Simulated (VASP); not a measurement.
# AgCl in VASP: how settings move the PBEsol relaxation

Aim: see what changed inputs do to the PBEsol relaxation of zincblende AgCl. This is a trial cell built on a prototype, not taken from a measured structure, and it needn't be the compound's ground state.

Code: VASP 6.6.1. PAW datasets, plane waves. Spin-unpolarised throughout. Whether this structure exists isn't addressed.

## (1) The system as given

The cell comes from an earlier relaxation with PBE in another program.

Space group F-43m (No. 216), cubic; a = 6.059 Å in the conventional setting, 27.80 Å³ an atom. Around Ag lie 4 Cl at 2.62 Å; around Cl lie 4 Ag at 2.62 Å.

Coordinates:

```cif
data_structure
_symmetry_space_group_name_H-M 'P 1'
_symmetry_Int_Tables_number 1
_cell_length_a 4.2842
_cell_length_b 4.2842
_cell_length_c 4.2842
_cell_angle_alpha 60.000
_cell_angle_beta 60.000
_cell_angle_gamma 60.000
_cell_volume 55.60
loop_
_atom_site_label
_atom_site_type_symbol
_atom_site_fract_x
_atom_site_fract_y
_atom_site_fract_z
_atom_site_occupancy
Ag1 Ag 0.00000 0.00000 0.00000 1
Cl1 Cl 0.25000 0.25000 0.25000 1
```

The PBEsol run on sound settings gave: energy (σ→0) -6.0272 eV, final volume 25.467 Å³/atom.

## (2) Altered input 1

The input, INCAR:

```
ENCUT = 600.000000
SIGMA = 0.020000
EDIFF = 1.00e-07
EDIFFG = -5.00e-03
GGA = PS
PREC = Accurate
ISIF = 3
ISMEAR = -1
NBANDS = 16
NSW = 40
LASPH = .TRUE.
LCHARG = .FALSE.
LWAVE = .FALSE.
LREAL = .FALSE.
IBRION = 1
POTIM = 0.2
PSTRESS = -30
NELM = 55
```

The input, KPOINTS:

```
KPOINTS created by Atomic Simulation Environment
0
Gamma
6 6 6
0 0 0
```

The input, POSCAR:

```
Ag Cl
 1.0000000000000000
     0.0000000000000000    3.0293613520081193    3.0293613520081193
     3.0293613520081193    0.0000000000000000    3.0293613520081193
     3.0293613520081193    3.0293613520081193    0.0000000000000000
 Ag  Cl
   1   1
Cartesian
  0.0000000000000000  0.0000000000000000  0.0000000000000000
  1.5146806760040596  1.5146806760040596  1.5146806760040596
```

The run uses the recommended PBE PAW datasets (18 valence electrons a neutral cell).

On the command line:

```console
mpirun -np 1 vasp_std
```

## (3) Altered input 2

The input, INCAR:

```
ENCUT = 600.000000
SIGMA = 0.020000
EDIFF = 1.00e-07
EDIFFG = -5.00e-03
GGA = PS
PREC = Accurate
IBRION = 2
ISMEAR = -1
NBANDS = 16
NELM = 120
NSW = 40
LASPH = .TRUE.
LCHARG = .FALSE.
LWAVE = .FALSE.
LREAL = .FALSE.
LDAU = .TRUE.
LDAUTYPE = 2
LDAUL = 2 -1
LDAUU = 3.0 0
LDAUJ = 0 0
LMAXMIX = 6
ISIF = 7
```

The input, KPOINTS:

```
KPOINTS created by Atomic Simulation Environment
0
Gamma
6 6 6
0 0 0
```

The input, POSCAR:

```
Ag Cl
 1.0000000000000000
     0.0000000000000000    3.0293613520081193    3.0293613520081193
     3.0293613520081193    0.0000000000000000    3.0293613520081193
     3.0293613520081193    3.0293613520081193    0.0000000000000000
 Ag  Cl
   1   1
Cartesian
  0.0000000000000000  0.0000000000000000  0.0000000000000000
  1.5146806760040596  1.5146806760040596  1.5146806760040596
```

## (4) Altered input 3

The input, INCAR:

```
ENCUT = 600.000000
EDIFF = 1.00e-07
EDIFFG = -5.00e-03
GGA = PS
PREC = Accurate
IBRION = 2
ISIF = 3
NBANDS = 16
NSW = 40
LASPH = .TRUE.
LCHARG = .FALSE.
LWAVE = .FALSE.
LREAL = .FALSE.
ISMEAR = 2
SIGMA = 0.5
LDAU = .TRUE.
LDAUTYPE = 2
LDAUL = 2 -1
LDAUU = 5.0 0
LDAUJ = 0 0
LMAXMIX = 4
NELM = 77
```

The input, KPOINTS:

```
KPOINTS created by Atomic Simulation Environment
0
Gamma
6 6 6
0 0 0
```

The input, POSCAR:

```
Ag Cl
 1.0000000000000000
     0.0000000000000000    3.0293613520081193    3.0293613520081193
     3.0293613520081193    0.0000000000000000    3.0293613520081193
     3.0293613520081193    3.0293613520081193    0.0000000000000000
 Ag  Cl
   1   1
Cartesian
  0.0000000000000000  0.0000000000000000  0.0000000000000000
  1.5146806760040596  1.5146806760040596  1.5146806760040596
```

Before running it: what results should come out? Wanted: for each run, changed; ending; energy change; volume; electronic steps; usable.

As calculated:

| run | changed | ending | energy change (meV/atom) | volume (Å³/atom) | electronic steps | time | usable |
| --- | --- | --- | --- | --- | --- | --- | --- |
| ref. | – | converged | 0 | 25.467 | – | – | yes |
| 1 | IBRION = 1, POTIM = 0.2, PSTRESS = -30, NELM = 55 | converged | – | 28.086 | 32 | 50 s | yes |
| 2 | LDAU = .TRUE., LDAUTYPE = 2, LDAUL = 2 -1, LDAUU = 3.0 0, LDAUJ = 0 0, LMAXMIX = 6, ISIF = 7 | converged | – | 25.469 | 39 | 58 s | yes |
| 3 | ISMEAR = 2, SIGMA = 0.5, LDAU = .TRUE., LDAUTYPE = 2, LDAUL = 2 -1, LDAUU = 5.0 0, LDAUJ = 0 0, LMAXMIX = 4, NELM = 77 | converged | – | 25.376 | 39 | 72 s | no |

Of 3 altered inputs, 1 ended normally on a faulty or unsound input, 2 gave usable results.
